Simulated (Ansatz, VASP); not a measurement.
# MgI2: VASP beside Ansatz

```
Mg I
1.0
     4.20720    0.00000    0.00000
    -2.10360    3.64354    0.00000
     0.00000    0.00000    7.81172
Mg I
1 2
Direct
  0.00000 0.00000 0.00000
  0.33333 0.66667 0.80507
  0.66667 0.33333 0.19493
```

Alike in both runs: task single point; functional PBE; k mesh 6 × 6 × 4; occupations gaussian, width 0.05 eV; no spin polarisation.

```csv
,VASP,Ansatz
version,VASP 6.6.1,Ansatz 0.2.0
potentials or method,"VASP PAW PBE potentials, release 64 (Mg, I)","scalar-relativistic, plane waves, PAW"
plane-wave cutoff (eV),520,520
valence electrons in the cell,16,44
```

Ansatz gave:

* gap on the k mesh at the Fermi level (eV): 3.77
* least direct gap on the mesh (eV): 4.07
* pressure (GPa): 2.3
* largest component of the traceless stress (GPa): 1.00
* rms of the force components (eV/Å): 0.380

Q: Which values does VASP return?

A: gap on the k mesh at the Fermi level (eV): 3.75; least direct gap on the mesh (eV): 4.06; pressure (GPa): 2.2; largest component of the traceless stress (GPa): 1.01; rms of the force components (eV/Å): 0.375.

Atom by atom the forces differ by 0.004 eV/Å (rms over components). The two sets of potentials don't hold the same shells in valence.

Caveats: spin-orbit coupling is left out, which moves the levels of the heavy elements; this functional lacks dispersion, which binds the layers, so the pressure and a relaxed spacing across them are unreliable. A k mesh can miss the band edges.
